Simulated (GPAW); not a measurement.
CoO: single point with PBE

CoO:

```
Co O
1.0
     3.01600    0.00000    0.00000
     0.00000    3.01600    0.00000
     0.00000    0.00000    4.21450
Co O
2 2
Direct
  0.00000 0.00000 0.00000
  0.50000 0.50000 0.50000
  0.00000 0.00000 0.50000
  0.50000 0.50000 0.00000
```

The cell isn't the ideal one: the cell as VASP's run set it.

* Program: GPAW 26.7.0
* Task: single point
* Functional: PBE
* Potentials or basis: GPAW PAW data sets (gpaw-data 1.2.1)
* Cutoff: 800 eV
* Basis: pw
* k mesh: 6 × 6 × 5
* Occupations: gaussian, width 0.05 eV
* Spin: collinear spin, ferrimagnetic start
* Starting moments: [2.0, -1.0, 0.0, 0.0] μB

The pressure is -2.2 GPa and the band gap on the k mesh is none (metal or under the smearing width). The net moment is 0.00 μB per cell and the site moments are Co +2.26, -2.26; O -0.07, +0.07 μB.

Stress tensor (GPa, compression positive):
```
-4.39  0.00  0.00
 0.00 -4.39  0.00
 0.00  0.00  2.09
```

Levels at points of the mesh, in eV from the Fermi level:
Spin up:
```tsv
k point	band 12	band 13	band 14	band 15	band 16	band 17	band 18	band 19
(0.00, 0.00, 0.00)	-2.26	-2.26	-1.44	-0.25	-0.25	0.30	0.86	1.20
(0.50, 0.00, 0.00)	-1.41	-0.39	-0.06	0.08	0.09	1.16	2.54	6.52
(0.50, 0.50, 0.00)	-2.37	-1.99	-0.43	-0.43	0.27	0.86	0.96	5.93
```
Spin down:
```csv
k point,band 12,band 13,band 14,band 15,band 16,band 17,band 18,band 19
"(0.00, 0.00, 0.00)",-2.26,-2.26,-1.44,-0.25,-0.25,0.30,0.86,1.20
"(0.50, 0.00, 0.00)",-1.41,-0.39,-0.06,0.08,0.09,1.16,2.54,6.52
"(0.50, 0.50, 0.00)",-2.37,-1.99,-0.43,-0.43,0.27,0.86,0.96,5.93
```

Run time: 99 s on 1 thread of Arm Neoverse V2, with other jobs on the host, peak memory 0.22 GiB.

Caveat: semilocal functionals often make such compounds metallic where correlation or magnetic order opens a gap, which also shifts bond lengths.
